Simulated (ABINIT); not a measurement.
Set up this calculation in ABINIT 10.8.3 (patched build), as the native input.

- Task: band structure
- Functional: TB-mBJ
- Potentials or basis: JTH PAW LDA v2.0
- Cutoff: 626 eV
- k mesh: 13 × 13 × 13
- Occupations: fermi-dirac, width 0.05 eV
- Spin: no spin polarisation
- Fine-grid cutoff: 1224.51 eV

The system is C.

```
C
1.0
     0.00000    1.78337    1.78337
     1.78337    0.00000    1.78337
     1.78337    1.78337    0.00000
C
2
Direct
  0.75000 0.75000 0.75000
  0.50000 0.50000 0.50000
```

This isn't the form of C at room conditions, which is graphite.

The input as run:

run.abi

```
# Datasets: ground state, then fixed potential
ndtset 2

# Pseudopotentials
pp_dirpath "./"
pseudos "C.LDA_PW-JTH.xml"

# Structure
acell 3*1.0 Angstrom
rprim
     0.0000000000     1.7833700000     1.7833700000
     1.7833700000     0.0000000000     1.7833700000
     1.7833700000     1.7833700000     0.0000000000
ntypat 1
znucl 6
natom 2
typat 1 1
xred
     0.7500000000     0.7500000000     0.7500000000
     0.5000000000     0.5000000000     0.5000000000

# Plane-wave basis
ecut 23.0
pawecutdg 45.0

# Exchange and correlation
ixc -208012
usekden 1
pawxcdev 0

# Bands and occupations
occopt 3
tsmear 0.05 eV

# SCF cycle
nstep 100
diemix 0.3
optforces 0
optstress 0

# Output
iomode 3
prtwf 0
prteig 0
prtebands 0
prtden1 1
prtkden1 1

# Dataset 1
kptopt1 1
ngkpt1 13 13 13
nshiftk1 1
shiftk1 0.0 0.0 0.0
nband1 8
tolvrs1 1.0e-7

# Dataset 2: bands along G-X-W-K-G-L-U-W-L-K
iscf2 -2
getden2 1
getkden2 1
nband2 14
nbdbuf2 4
tolwfr2 1.0e-11
kptopt2 -9
ndivsm2 8
prteig2 1
prtvol2 -3
kptbounds2
     0.0000000000     0.0000000000     0.0000000000
     0.5000000000     0.0000000000     0.5000000000
     0.5000000000     0.2500000000     0.7500000000
     0.3750000000     0.3750000000     0.7500000000
     0.0000000000     0.0000000000     0.0000000000
     0.5000000000     0.5000000000     0.5000000000
     0.6250000000     0.2500000000     0.6250000000
     0.5000000000     0.2500000000     0.7500000000
     0.5000000000     0.5000000000     0.5000000000
     0.3750000000     0.3750000000     0.7500000000
```

Potentials or basis: JTH PAW LDA v2.0.

The run is started by

```sh
$ abinit run.abi > log 2>&1
```

It gave:

| Item | Value |
| --- | --- |
| Band gap on the k mesh | 5.13 eV, indirect (least direct gap 6.70 eV) |
| Band gap along the path | 5.11 eV, indirect (least direct gap 6.70 eV) |

Caveat: the constant c of TB-mBJ comes from the pseudo density here, which moves gaps by up to 0.3 eV between sets of potentials; the atomic spheres overlap.

It took 100 s on 1 thread of Intel(R) Xeon(R) 6975P-C (Granite Rapids) (shared host), peak memory 0.11 GiB.
